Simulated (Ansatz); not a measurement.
**BaF2 (Fm-3m): the equilibrium volume**

At what volume is BaF2 (Fm-3m) free of pressure?

Method: DFT PBE, scalar-relativistic, plane waves, PAW, in Ansatz 0.2.0.

3 further runs of the same task are left out: 3 set aside as unsound or not needed.

## Step 1: The structure to begin with

The structure is cubic, space group Fm-3m (No. 225). Conventional cell: a = 6.226 Å, b = 6.226 Å, c = 6.226 Å, α = 90.00°, β = 90.00°, γ = 90.00°. Ba (site symmetry m-3m) is surrounded by 8 F at 2.70 Å. F (site symmetry -43m) has 4 Ba at 2.70 Å as nearest neighbours.

Structure file:

```
CELL_PARAMETERS angstrom
0.00000 3.11287 3.11287
3.11287 0.00000 3.11287
3.11287 3.11287 0.00000
ATOMIC_POSITIONS crystal
Ba 0.00000 0.00000 0.00000
F 0.25000 0.25000 0.25000
F 0.75000 0.75000 0.75000
```

## Step 2: The first run (PBE, 6×6×6 mesh)

input.yaml reads:

```yaml
crystal:
  lattice:
    - [0.0, 3.1128654085, 3.1128654085]
    - [3.1128654085, 0.0, 3.1128654085]
    - [3.1128654085, 3.1128654085, 0.0]
  atoms:
    - { symbol: Ba, position: [0.0, 0.0, 0.0] }
    - { symbol: F, position: [0.25, 0.25, 0.25] }
    - { symbol: F, position: [0.75, 0.75, 0.75] }
basis:
  ecutwfc: 420
kpoints:
  mp_grid: { grid: [6, 6, 6] }
hamiltonian:
  xc: pbe
scf:
  occupations: { method: gaussian, width: 0.1 }
output:
  forces: true
  stress: true
  eigenvalues: true
```

The run is started by

```sh
$ ansatz run input.yaml --threads 8 --pin off --max-ram 14336MiB --backend cpu --events-out ev --progress --plain --runs-dir out
```

Output:

```text
Warning: RAYON_NUM_THREADS=8 ignored (pool sized by the plan → 8); use --threads N
Engine: ansatz 0.2.0, aarch64-unknown-linux-gnu
Pseudopotentials: kind: paw
Pseudopotential: Ba, paw, valence charge 10, recommended cutoff 420 eV (normal), Ba.paw.azcp
Pseudopotential: F, paw, valence charge 7, recommended cutoff 420 eV (normal), F.paw.azcp
Functional definition: PBE
  parameter kappa = 0.804
  parameter beta = 0.06672455060314922
  exchange = pbe_x(kappa = kappa, mu = beta*pi^2/3)
  correlation = pbe_c(beta = beta)
Crystal: 3 atoms, lattice volume = 60.327 Å³
Basis set: ecut = 420 eV, 1243 PW (Γ), exchange–correlation on 60×60×60 points (8 copies of the dense FFT grid, shifted against one another)
Bands: 16, of which v1, the nominal top of the filled ones, is band 12 counted from 1 (11 counted from 0)
Symmetry: 48 space group operations
Space group: Fm-3m (ITA 225), of the structure as read, at distance tolerance 3.9e-5 Å
k-points: 16 of 216
Non-local potential: Ba, projectors of the file, l = 0: 3, l = 1: 2, l = 2: 2, l = 3: 2
Non-local potential: F, projectors of the file, l = 0: 2, l = 1: 2, l = 2: 1
PAW form: soft (Blöchl's): semilocal exchange-correlation on the pseudo side does not see the compensation charge
PAW one-centre angular grid: Ba, 194 points (default); XC on 64 Gauss nodes
PAW one-centre angular grid: F, 110 points (default); XC on 64 Gauss nodes
Initial density: superposition of atomic densities (neutral atoms: chi_scale 0, normalization atom), corrected by the library's trained network
Initial wavefunctions: pseudopotential atomic-orbital guess
Functional: x = pbe(κ = 0.804, μ = 0.2195149727645171), c = pbe(β = 0.06672455060314922)
SCF iter   1: F=—  HF=-7572.408064 eV  |F-HF|=—  |Δ(HF+E_count)|=         —  Δρ=7.74e-4  dr2=3.26e-4  ethr=1.77e-3  ⟨swp⟩=7.0  Hψ=1692  notcnv=0
preconditioner: auto → none  [insulator: Δε(μ)=6.786 eV  Ē_g=16.683 eV  σ=0.100 eV  W_gap=1.00  n_scr=14 (ndim 8)  ℏωp=23.4 eV  f_vac=0.138  D(μ)=0.00/eV (n_scr^D=0)  ε∞_Penn≈3.0]
SCF iter   2: F=—  HF=-7572.408570 eV  |F-HF|=—  |Δ(HF+E_count)|=   5.06e-4  Δρ=1.20e-3  dr2=5.86e-4  ethr=1.36e-6  ⟨swp⟩=2.0  Hψ=576  notcnv=0
SCF iter   3: F=—  HF=-7572.408470 eV  |F-HF|=—  |Δ(HF+E_count)|=   9.99e-5  Δρ=3.34e-4  dr2=4.91e-5  ethr=1.36e-6  ⟨swp⟩=2.0  Hψ=351  notcnv=0
SCF iter   4: F=—  HF=-7572.408644 eV  |F-HF|=—  |Δ(HF+E_count)|=   1.74e-4  Δρ=1.94e-4  dr2=1.98e-5  ethr=2.04e-7  ⟨swp⟩=2.2  Hψ=428  notcnv=0
SCF iter   5: F=—  HF=-7572.408640 eV  |F-HF|=—  |Δ(HF+E_count)|=   3.83e-6  Δρ=8.56e-5  dr2=3.68e-6  ethr=8.26e-8  ⟨swp⟩=2.4  Hψ=345  notcnv=0
SCF iter   6: F=—  HF=-7572.408640 eV  |F-HF|=—  |Δ(HF+E_count)|=   7.55e-7  Δρ=3.60e-5  dr2=6.84e-7  ethr=1.53e-8  ⟨swp⟩=2.1  Hψ=318  notcnv=0
SCF iter   7: F=-7572.408639 eV  HF=-7572.408639 eV  |F-HF|=4.53e-8  |Δ(HF+E_count)|=   1.74e-7  Δρ=9.82e-6  dr2=5.09e-8  ethr=4.17e-10  ⟨swp⟩=3.6  Hψ=1204  notcnv=0
SCF 1 converged in 7 iterations: F = -7572.408639 eV  dr2 = 5.09e-8
SCF converged after 7 iterations
Free energy (F): -7572.408639 eV
Harris-Foulkes:  -7572.408639 eV  (|F-HF|=4.53e-8)
Internal energy: -7572.408639 eV  (E = F + TS)
E sigma→0 (E₀):  -7572.408639 eV
Fermi energy:    6.395827 eV
--- Per-component energies (eV) ---
  E_band       = -104.435153
  E_kinetic    = 583.397810
  E_local      = -1558.746244  (includes V_loc(G=0)·N_el)
  E_nonlocal   = 203.479407
  E_hartree    = 589.023274
  E_xc         = -330.001288
  E_vxc        = -343.064327  (∫ρ·V_xc dr)
  E_paw        = -5626.548721  (= ΣΔE_a)
  E_vpaw       = -167.543440  (= ΣTr[D̂ρ^β])
  E_aug_tail   = 0.004133  (compensation charges beyond the density's cutoff)
  E_ewald      = -1433.017010
  E_smearing   = -0.000000  (= −TS)
  E_closure    = -0.000000  (closes the sum)
  Σ components = -7572.408639   (vs F -7572.408639, Δ=0.00e0)
--- Forces (eV/Å), atoms counted from 1 ---
  atom   1  Ba    -0.00000000     0.00000000     0.00000000
  atom   2  F      0.00000000     0.00000000     0.00000000
  atom   3  F      0.00000000     0.00000000     0.00000000
  max |Σ_I F_I| component: 1.39e-17 eV/Å
--- Stress (GPa, compression-positive) ---
        0.551042      -0.000000       0.000000
       -0.000000       0.551042       0.000000
        0.000000       0.000000       0.551042
  P = ⅓ Tr σ = 0.5510 GPa (5.510 kbar)
--- Band table (eV; the first three rows and the last of 16) ---
  k-point 0: bands = ["-19.9961", "-15.8961", "-15.8466", "-4.8494", "-4.8494", "-4.8494", "1.5772", "1.5772", "1.5772", "2.9262", "2.9262", "2.9262", "9.7906", "12.2388", "12.2388", "14.3743"]
  k-point 1: bands = ["-19.9481", "-15.9254", "-15.9016", "-4.8958", "-4.8891", "-4.8891", "1.6850", "1.6850", "1.8429", "2.7568", "2.8940", "2.8940", "10.3789", "12.2114", "12.2114", "14.0393"]
  k-point 2: bands = ["-19.8468", "-16.0531", "-15.9480", "-4.9758", "-4.9654", "-4.9654", "1.8851", "1.8851", "2.3727", "2.4947", "2.8485", "2.8485", "11.4534", "12.2042", "12.2042", "13.3087"]
  k-point 15: bands = ["-19.7218", "-16.1506", "-16.0583", "-5.2377", "-5.0941", "-4.8316", "1.7403", "2.5022", "2.6748", "2.6759", "2.7145", "2.8338", "10.4923", "12.4155", "13.0105", "13.5337"]
```

Run time: 0.89 s. Hardware: 8 threads of Arm Neoverse V1, shared host; peak memory 0.34 GiB.

This gives: volume 20.109 Å³/atom, pressure 0.55 GPa, gap on the mesh 6.79 eV.

## Step 3: Relaxing cell and atoms

input.yaml, as its differences from that of step 2:

```diff
@@ -16,3 +16,3 @@
 scf:
-  occupations: { method: gaussian, width: 0.1 }
+  occupations: { method: gaussian, width: 0.02 }
 output:
@@ -21 +21,10 @@
   eigenvalues: true
+  write_density: true
+  write_potential: true
+  elf: true
+  volumetric_format: npy
+relax:
+  adjacent_minimum: "off"
+  f_tol: 0.005
+  max_steps: 80
+  cell: { stress_tol: 0.05 }
```

The run is started by

```sh
$ ansatz run input.yaml --threads 8 --pin off --max-ram 14336MiB --backend cpu --events-out ev --progress --plain --runs-dir out
```

Output:

```text
Warning: RAYON_NUM_THREADS=8 ignored (pool sized by the plan → 8); use --threads N
[... 9 set-up lines as earlier in the session ...]
Crystal: 3 atoms, lattice volume = 60.327 Å³
Basis set: ecut = 420 eV, 1243 PW (Γ), exchange–correlation on 60×60×60 points (8 copies of the dense FFT grid, shifted against one another)
Bands: 16, of which v1, the nominal top of the filled ones, is band 12 counted from 1 (11 counted from 0)
[... 2 set-up lines as earlier in the session ...]
k-points: 16 of 216
[... 8 set-up lines as earlier in the session ...]
SCF iter   1: F=—  HF=-7572.408001 eV  |F-HF|=—  |Δ(HF+E_count)|=         —  Δρ=7.80e-4  dr2=3.32e-4  ethr=1.77e-3  ⟨swp⟩=8.1  Hψ=1815  notcnv=0
preconditioner: auto → none  [insulator: Δε(μ)=6.786 eV  Ē_g=16.683 eV  σ=0.020 eV  W_gap=1.00  n_scr=14 (ndim 8)  ℏωp=23.4 eV  f_vac=0.138  D(μ)=0.00/eV (n_scr^D=0)  ε∞_Penn≈3.0]
SCF iter   2: F=—  HF=-7572.408573 eV  |F-HF|=—  |Δ(HF+E_count)|=   5.73e-4  Δρ=1.21e-3  dr2=6.00e-4  ethr=1.38e-6  ⟨swp⟩=2.1  Hψ=640  notcnv=0
SCF iter   3: F=—  HF=-7572.408471 eV  |F-HF|=—  |Δ(HF+E_count)|=   1.02e-4  Δρ=3.40e-4  dr2=5.10e-5  ethr=1.38e-6  ⟨swp⟩=2.0  Hψ=355  notcnv=0
SCF iter   4: F=—  HF=-7572.408644 eV  |F-HF|=—  |Δ(HF+E_count)|=   1.73e-4  Δρ=1.96e-4  dr2=2.03e-5  ethr=2.13e-7  ⟨swp⟩=2.1  Hψ=454  notcnv=0
SCF iter   5: F=—  HF=-7572.408640 eV  |F-HF|=—  |Δ(HF+E_count)|=   3.97e-6  Δρ=8.59e-5  dr2=3.73e-6  ethr=8.47e-8  ⟨swp⟩=2.5  Hψ=349  notcnv=0
SCF iter   6: F=—  HF=-7572.408640 eV  |F-HF|=—  |Δ(HF+E_count)|=   7.65e-7  Δρ=3.67e-5  dr2=7.12e-7  ethr=1.55e-8  ⟨swp⟩=2.2  Hψ=323  notcnv=0
SCF iter   7: F=-7572.408639 eV  HF=-7572.408639 eV  |F-HF|=5.13e-8  |Δ(HF+E_count)|=   1.83e-7  Δρ=1.05e-5  dr2=5.76e-8  ethr=4.17e-10  ⟨swp⟩=6.9  Hψ=1713  notcnv=0
SCF 1 converged in 7 iterations: F = -7572.408639 eV  dr2 = 5.76e-8
relax step   1: F+E_penalty+E_count = -7572.40863935 eV  Δ(F+E_penalty+E_count) = +0.000e0 eV  max|allowed force component| = 7.710e-18 eV/Å  Δτ_max = 0.0000 Å  P = +0.551 GPa  Ω = 60.327 Å³  (7 SCF iters, dr2 threshold 1.00e-7 eV, accepted)
Crystal: 3 atoms, lattice volume = 61.561 Å³
Initial density: handed on by an earlier stage of this run
Initial wavefunctions: those handed on with the density
iter 1 solved again at ethr=6.39e-6 eV; its pass at ethr=3.10e-3 eV (dr2=1.53e-3 eV) is discarded
SCF iter   1: F=—  HF=-7572.405607 eV  |F-HF|=—  |Δ(HF+E_count)|=         —  Δρ=1.32e-3  dr2=1.58e-3  ethr=6.39e-6  ⟨swp⟩=1.1  Hψ=1863  notcnv=0
preconditioner: auto → none  [insulator: Δε(μ)=6.735 eV  Ē_g=16.612 eV  σ=0.020 eV  W_gap=1.00  n_scr=14 (ndim 8)  ℏωp=23.2 eV  f_vac=0.144  D(μ)=0.00/eV (n_scr^D=0)  ε∞_Penn≈2.9]
SCF iter   2: F=—  HF=-7572.405214 eV  |F-HF|=—  |Δ(HF+E_count)|=   3.93e-4  Δρ=1.27e-3  dr2=5.02e-4  ethr=6.39e-6  ⟨swp⟩=3.2  Hψ=520  notcnv=0
SCF iter   3: F=—  HF=-7572.405116 eV  |F-HF|=—  |Δ(HF+E_count)|=   9.77e-5  Δρ=3.01e-4  dr2=5.93e-5  ethr=2.09e-6  ⟨swp⟩=2.0  Hψ=405  notcnv=0
SCF iter   4: F=—  HF=-7572.405221 eV  |F-HF|=—  |Δ(HF+E_count)|=   1.05e-4  Δρ=8.45e-5  dr2=3.89e-6  ethr=2.47e-7  ⟨swp⟩=2.4  Hψ=387  notcnv=0
SCF iter   5: F=-7572.405223 eV  HF=-7572.405223 eV  |F-HF|=8.97e-8  |Δ(HF+E_count)|=   2.41e-6  Δρ=9.93e-6  dr2=5.25e-8  ethr=1.25e-9  ⟨swp⟩=9.0  Hψ=2161  notcnv=0
SCF 2 converged in 5 iterations: F = -7572.405223 eV  dr2 = 5.25e-8
relax step   2: F+E_penalty+E_count = -7572.40522349 eV  Δ(F+E_penalty+E_count) = +3.416e-3 eV  max|allowed force component| = 4.857e-17 eV/Å  Δτ_max = 0.0000 Å  P = -0.659 GPa  Ω = 61.561 Å³  energy of the carried Pulay correction = -2.931e-3 eV  (5 SCF iters, dr2 threshold 3.00e-7 eV, rejected (line search))
Crystal: 3 atoms, lattice volume = 60.882 Å³
iter 1 solved again at ethr=1.80e-6 eV; its pass at ethr=3.10e-3 eV (dr2=4.32e-4 eV) is discarded
SCF iter   1: F=—  HF=-7572.408256 eV  |F-HF|=—  |Δ(HF+E_count)|=         —  Δρ=7.34e-4  dr2=4.72e-4  ethr=1.80e-6  ⟨swp⟩=2.0  Hψ=1847  notcnv=0
preconditioner: auto → none  [insulator: Δε(μ)=6.725 eV  Ē_g=16.631 eV  σ=0.020 eV  W_gap=1.00  n_scr=14 (ndim 8)  ℏωp=23.3 eV  f_vac=0.138  D(μ)=0.00/eV (n_scr^D=0)  ε∞_Penn≈3.0]
SCF iter   2: F=—  HF=-7572.408176 eV  |F-HF|=—  |Δ(HF+E_count)|=   8.07e-5  Δρ=7.14e-4  dr2=1.56e-4  ethr=1.80e-6  ⟨swp⟩=2.9  Hψ=493  notcnv=0
SCF iter   3: F=—  HF=-7572.408147 eV  |F-HF|=—  |Δ(HF+E_count)|=   2.84e-5  Δρ=1.64e-4  dr2=1.69e-5  ethr=6.49e-7  ⟨swp⟩=2.0  Hψ=396  notcnv=0
SCF iter   4: F=—  HF=-7572.408250 eV  |F-HF|=—  |Δ(HF+E_count)|=   1.02e-4  Δρ=4.46e-5  dr2=9.17e-7  ethr=7.04e-8  ⟨swp⟩=3.0  Hψ=483  notcnv=0
SCF iter   5: F=—  HF=-7572.408249 eV  |F-HF|=—  |Δ(HF+E_count)|=   1.21e-7  Δρ=4.95e-6  dr2=1.13e-8  ethr=3.82e-9  ⟨swp⟩=2.5  Hψ=420  notcnv=0
SCF iter   6: F=—  HF=-7572.408249 eV  |F-HF|=—  |Δ(HF+E_count)|=   2.29e-8  Δρ=7.33e-7  dr2=1.45e-10  ethr=4.71e-11  ⟨swp⟩=2.2  Hψ=411  notcnv=0
SCF iter   7: F=-7572.408249 eV  HF=-7572.408249 eV  |F-HF|=5.46e-12  |Δ(HF+E_count)|=  1.31e-10  Δρ=1.18e-7  dr2=3.69e-12  ethr=1.00e-12  ⟨swp⟩=6.1  Hψ=1258  notcnv=0
SCF 3 converged in 7 iterations: F = -7572.408249 eV  dr2 = 3.69e-12
relax step   3: F+E_penalty+E_count = -7572.40824943 eV  Δ(F+E_penalty+E_count) = +3.899e-4 eV  max|allowed force component| = 5.127e-17 eV/Å  Δτ_max = 0.0000 Å  P = -0.007 GPa  Ω = 60.882 Å³  energy of the carried Pulay correction = -1.327e-3 eV  (7 SCF iters, accepted)
Initial wavefunctions: pseudopotential atomic-orbital guess (no wavefunctions were taken with the density)
iter 1 solved again at ethr=8.66e-7 eV; its pass at ethr=3.10e-3 eV (dr2=2.08e-4 eV) is discarded
SCF iter   1: F=—  HF=-7572.409415 eV  |F-HF|=—  |Δ(HF+E_count)|=         —  Δρ=7.32e-5  dr2=4.83e-7  ethr=8.66e-7  ⟨swp⟩=2.3  Hψ=2415  notcnv=0
eigensolver tolerance schedule: the retry pair's looser diagonalisation over-reported the residual by 429.80 of it (diagonalisation noise at 0.14 of the residual, at the tolerance the schedule requests for it); recorded, not acted on — ethr = c·dr2/N_el stays at c = 1.0e-1
preconditioner: auto → none  [insulator: Δε(μ)=6.750 eV  Ē_g=16.643 eV  σ=0.020 eV  W_gap=1.00  n_scr=14 (ndim 8)  ℏωp=23.3 eV  f_vac=0.140  D(μ)=0.00/eV (n_scr^D=0)  ε∞_Penn≈3.0]
SCF iter   2: F=—  HF=-7572.409510 eV  |F-HF|=—  |Δ(HF+E_count)|=   9.54e-5  Δρ=3.17e-5  dr2=1.96e-7  ethr=2.01e-9  ⟨swp⟩=2.0  Hψ=448  notcnv=0
SCF iter   3: F=—  HF=-7572.409510 eV  |F-HF|=—  |Δ(HF+E_count)|=   1.12e-7  Δρ=1.85e-5  dr2=4.26e-8  ethr=8.15e-10  ⟨swp⟩=2.0  Hψ=357  notcnv=0
SCF iter   4: F=—  HF=-7572.409510 eV  |F-HF|=—  |Δ(HF+E_count)|=   3.32e-8  Δρ=1.68e-6  dr2=5.07e-10  ethr=1.77e-10  ⟨swp⟩=2.0  Hψ=432  notcnv=0
SCF iter   5: F=-7572.409510 eV  HF=-7572.409510 eV  |F-HF|=4.09e-11  |Δ(HF+E_count)|=  3.64e-10  Δρ=3.27e-7  dr2=1.70e-11  ethr=1.00e-12  ⟨swp⟩=5.1  Hψ=1393  notcnv=0
SCF 4 converged in 5 iterations: F = -7572.409510 eV  dr2 = 1.70e-11
relax step   4: F+E_penalty+E_count = -7572.40951033 eV  Δ(F+E_penalty+E_count) = -1.261e-3 eV  max|allowed force component| = 6.515e-17 eV/Å  Δτ_max = 0.0000 Å  P = +0.043 GPa  Ω = 60.882 Å³  stress off target by 4.32e-2 GPa  SCF on the basis re-selected at this cell (its energy is not comparable with the rows above)  (5 SCF iters)
basis re-selected at this cell: Δ(F+E_penalty+E_count) = -1.261e-3 eV, ΔP = +0.050 GPa vs the last step (what re-selecting the basis moved, of the pressure what is left beyond the Pulay correction that the steps carried, after the strain that the cell walked since its last selection, with what the two solves' SCF thresholds leave and, on support functions, any second-order correction that the steps lacked; it is no measure of the basis error at this ecutwfc). This SCF's stress stands 4.32e-2 GPa from its target on what of the cell is left free (relax.cell.stress_tol is 5.00e-2 GPa) and its largest allowed force component is 6.51e-17 eV/Å (relax.f_tol is 5.00e-3 eV/Å): within both
SCF converged after 5 iterations
Free energy (F): -7572.409510 eV
Harris-Foulkes:  -7572.409510 eV  (|F-HF|=4.09e-11)
Internal energy: -7572.409510 eV  (E = F + TS)
E sigma→0 (E₀):  -7572.409510 eV
Fermi energy:    6.291922 eV
--- Per-component energies (eV) ---
  E_band       = -106.509931
  E_kinetic    = 583.102592
  E_local      = -1565.154324  (includes V_loc(G=0)·N_el)
  E_nonlocal   = 203.430224
  E_hartree    = 591.273502
  E_xc         = -329.913054
  E_vxc        = -342.941455  (∫ρ·V_xc dr)
  E_paw        = -5626.507540  (= ΣΔE_a)
  E_vpaw       = -167.498033  (= ΣTr[D̂ρ^β])
  E_aug_tail   = 0.004122  (compensation charges beyond the density's cutoff)
  E_ewald      = -1428.645033
  E_smearing   = -0.000000  (= −TS)
  E_closure    = -0.000000  (closes the sum)
  Σ components = -7572.409510   (vs F -7572.409510, Δ=0.00e0)
--- Forces (eV/Å), atoms counted from 1 ---
  atom   1  Ba    -0.00000000    -0.00000000    -0.00000000
  atom   2  F      0.00000000     0.00000000     0.00000000
  atom   3  F     -0.00000000    -0.00000000    -0.00000000
  max |Σ_I F_I| component: 9.25e-18 eV/Å
--- Stress (GPa, compression-positive) ---
        0.043181       0.000000       0.000000
        0.000000       0.043181       0.000000
        0.000000       0.000000       0.043181
  P = ⅓ Tr σ = 0.0432 GPa (0.432 kbar)
--- Band table (eV; the first three rows and the last of 16) ---
  k-point 0: bands = ["-20.1057", "-15.9643", "-15.9268", "-4.9711", "-4.9711", "-4.9711", "1.5218", "1.5218", "1.5218", "2.8489", "2.8489", "2.8489", "9.6671", "12.1205", "12.1205", "14.2182"]
  k-point 1: bands = ["-20.0602", "-15.9952", "-15.9762", "-5.0159", "-5.0092", "-5.0092", "1.6275", "1.6275", "1.7813", "2.6813", "2.8163", "2.8163", "10.2514", "12.0929", "12.0929", "13.8872"]
  k-point 2: bands = ["-19.9646", "-16.1193", "-16.0177", "-5.0934", "-5.0826", "-5.0826", "1.8252", "1.8252", "2.3001", "2.4204", "2.7686", "2.7686", "11.3240", "12.0841", "12.0841", "13.1722"]
  k-point 15: bands = ["-19.8470", "-16.2119", "-16.1222", "-5.3447", "-5.2070", "-4.9552", "1.6768", "2.4180", "2.5930", "2.6001", "2.6433", "2.7613", "10.3913", "12.2814", "12.8810", "13.3883"]
--- Relaxed structure (3 steps of the walk, 2 accepted, 1 SCFs on fresh bases) ---
  F+E_penalty+E_count = -7572.40951033 eV   max|allowed force component| = 6.515e-17 eV/Å   (the final SCF, on the basis selected at the relaxed cell)
  cell:  # Å, volume = 60.8824 Å³
    - [7.643058049343385e-35, 3.122391481963778, 3.122391481963778]
    - [3.122391481963778, 4.331066227961251e-34, 3.122391481963778]
    - [3.122391481963778, 3.122391481963778, 2.292917414803015e-34]
  atoms:
    - { symbol: Ba, position: [-1.4752531814169514e-35, 1.7088768934229123e-35, -5.917796038311913e-36] }
    - { symbol: F, position: [0.25, 0.25, 0.25] }
    - { symbol: F, position: [0.75, 0.75, 0.75] }
```

Wall time 1.3 s (8 threads of Arm Neoverse V1, shared host); peak memory 0.37 GiB.

How the relaxation went:

```
step  energy from step 1 (meV/atom)  largest force component (eV/Å)  pressure (GPa)  volume (Å³/atom)
   1                            0.0                           0.000            0.55            20.109
   2                            1.1                           0.000           -0.66            20.520
   3                            0.1                           0.000           -0.01            20.294
   4                           -0.3                           0.000            0.04            20.294
```

Step 1 is the start. Step 2 was tried and not accepted. Step 4 repeats the geometry before it on a plane-wave basis chosen anew for the final cell, which shifts the energy by -0.4 meV/atom.

Result: volume 20.294 Å³/atom, pressure 0.04 GPa, gap on the mesh 6.75 eV.

## Step 4: The cell, before and after

How the cell compares, before and after:

| cell as typed | before | after | change |
| --- | --- | --- | --- |
| a (Å) | 4.402 | 4.416 | +0.3 % |
| b (Å) | 4.402 | 4.416 | +0.3 % |
| c (Å) | 4.402 | 4.416 | +0.3 % |
| volume (Å³/atom) | 20.109 | 20.294 | +0.9 % |
| shortest distance (Å) | 2.696 | 2.704 | +0.3 % |
| space group | Fm-3m | Fm-3m | same |

## Step 5: Outcome

| quantity | value |
| --- | --- |
| volume | 20.294 Å³/atom |
| pressure | 0.04 GPa |
| conventional cell | a = 6.245 Å, b = 6.245 Å, c = 6.245 Å, α = 90.00°, β = 90.00°, γ = 90.00° |
| gap on the mesh | 6.75 eV |

Over the 2 runs shown the cell moved from 20.11 to 20.29 Å³/atom, a change of +0.9 %, where the pressure is zero within 0.04 GPa.

The gaps are Kohn-Sham values of a semilocal functional, not quasiparticle or optical gaps. Such gaps usually fall short of the measured ones.
